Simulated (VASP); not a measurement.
Runs of VASP 6.6.1 on CdTe. Symmetry: F-43m, No. 216, cubic system. Conventional cell: a = 6.410 Å, b = 6.410 Å, c = 6.410 Å, α = 90.00°, β = 90.00°, γ = 90.00°. Around Te (site symmetry -43m) lie 4 Cd at 2.78 Å. Around Cd (site symmetry -43m) lie 4 Te at 2.78 Å. 

```csv
task,level,potentials or basis,spin,cell,k mesh,cutoff (eV),gap on the mesh (eV),pressure (GPa),relaxed volume (Å³/atom)
band structure,PBEsol,"VASP PAW PBE potentials, release 64 (Te, Cd)",off,as given,7 × 7 × 7,520,0.76,-,-
relaxation of cell and atoms,LDA,"VASP PAW LDA potentials, release 64 (Te, Cd)",off,relaxed,7 × 7 × 7,600,0.64,0.0,(a)
band structure,LDA,"VASP PAW LDA potentials, release 64 (Te, Cd)",off,as given,7 × 7 × 7,520,0.65,-,-
relaxation of cell and atoms,PBEsol,"VASP PAW PBE potentials, release 64 (Te, Cd)",off,relaxed,7 × 7 × 7,600,0.64,0.0,34.26
band structure,LDA,"VASP PAW LDA potentials, release 64 (Te, Cd)","SOC, no magnetisation",as given,5 × 5 × 5,520,-,(b),-
```

Alike in all rows: smearing fermi-dirac 0.05 eV.

**Question.** Fill in the values left out.

**Answer.** (a) 33.08; (b) 0.4.

Caveats: spin-orbit coupling is left out, which moves the levels of the heavy elements (some runs); the PAW data sets were made with another functional, which shifts forces and pressure a little (some runs).

A k mesh can miss the band edges, and rows without SOC leave out spin-orbit coupling on Cd, Te.

Runs at the PBE level aren't shown here.
